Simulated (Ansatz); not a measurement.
In3Sb: what the smearing entropy tells about the Fermi level

Level of theory: DFT PBEsol, scalar-relativistic, plane waves, PAW in Ansatz.

```xyz
4
Lattice="4.8370 0.0000 0.0000 0.0000 4.8370 0.0000 0.0000 0.0000 4.8370" Properties=species:S:1:pos:R:3 pbc="T T T"
In    2.4185    2.4185    0.0000
In    2.4185    0.0000    2.4185
In    0.0000    2.4185    2.4185
Sb    0.0000    0.0000    0.0000
```

The plane-wave cutoff is 420 eV. The Γ-centred k-mesh is 10×10×10. The spin treatment is unpolarised.

The same metal under several smearings of width σ, on one mesh. F is the free energy, TS the smearing's entropy term for the cell of 4 atoms, and E = F + TS. Gaussian occupations are ½ erfc[(ε − μ)/σ], and N counts both spins. Spin–orbit coupling is left out, which shifts the bands of heavy elements.

```
       rule  σ (eV) F − F(narrowest) (meV/atom) TS (meV/cell)
Fermi–Dirac    0.01                        0.000          1.407
Fermi–Dirac    0.02                       -0.453          4.238
Fermi–Dirac     0.1                       -9.682         71.187
Fermi–Dirac     0.5                     -211.101       1691.806
   Gaussian    0.05                       -0.444          4.136
   Gaussian     0.1                       -1.746         12.878
   Gaussian     0.2                       -6.191         45.000
   Gaussian     0.5                      -33.596        253.827
```

Q: For a density of states N (both spins) that is flat over the smeared range, TS = Nσ²/2 (Gaussian) and (π²/3)Nσ² (Fermi–Dirac). What N does each run give?

A:
| rule | σ (eV) | N (states/eV a cell) |
| --- | --- | --- |
| Fermi–Dirac | 0.01 | 4.28 |
| Fermi–Dirac | 0.02 | 3.22 |
| Fermi–Dirac | 0.1 | 2.16 |
| Fermi–Dirac | 0.5 | 2.06 |
| Gaussian | 0.05 | 3.31 |
| Gaussian | 0.1 | 2.58 |
| Gaussian | 0.2 | 2.25 |
| Gaussian | 0.5 | 2.03 |

Equal entropy needs σ_Gauss = π√(2/3) σ_FD = 2.57 σ_FD, so a Fermi–Dirac width acts like a Gaussian one 2.57 times as large. At moderate widths N lies between 2.16 and 3.31. The drift shows structure in the density of states within the smeared window (a rise with width points to a dip at the Fermi level, a fall to a peak or a steep flank), or a mesh too coarse for the narrower widths. At the narrowest widths only the few mesh levels within σ of μ count, so N can scatter there.

Q: To second order F = E0 − TS/2 and E = E0 + TS/2. How well does E0 = (E + F)/2 undo the smearing?

A:
```tsv
rule	σ (eV)	F − E0(narrowest) (meV/atom)	(E + F)/2 − E0(narrowest) (meV/atom)
Fermi–Dirac	0.01	-0.18	0.00
Fermi–Dirac	0.02	-0.63	-0.10
Fermi–Dirac	0.1	-9.86	-0.96
Fermi–Dirac	0.5	-211.28	0.20
Gaussian	0.05	-0.62	-0.10
Gaussian	0.1	-1.92	-0.31
Gaussian	0.2	-6.37	-0.74
Gaussian	0.5	-33.77	-2.04
```

At Fermi–Dirac 0.1 eV the free energy is off by -9.86 meV/atom and the mean by -0.96. What remains is of order σ⁴ plus the mesh error of the narrowest run, which is no exact reference. Forces and stress are derivatives of F, not of E0, so they keep the σ² error.

Cost: 8 runs of about 1.9 core-minutes in all, on Intel Xeon Processor @ 2.70GHz (shared hosts).

The two smearing rules tell one story: once their widths are matched by entropy, they give nearly the same N, so its fall with broadening comes from the sampled spectrum and not from the shape of the occupation function. The broad-window values, 2.06 and 2.03 states/eV a cell, are about what a nearly free-electron gas of the In and Sb s and p valence electrons would give at this volume. This suggests wide, strongly dispersive sp bands, with the extra weight at small widths confined close to the Fermi level. It doesn't by itself establish a van Hove peak there.

The mean of E and F removes most of the smearing error, but its 0.20 meV/atom at the widest Fermi–Dirac setting is no sign of better convergence. The deviation is larger at 0.1 eV and has the opposite sign, so higher-order terms probably cancel by chance. Nor do these energies show whether this close-packed arrangement would survive against separation into elemental indium and tetrahedrally bonded InSb.
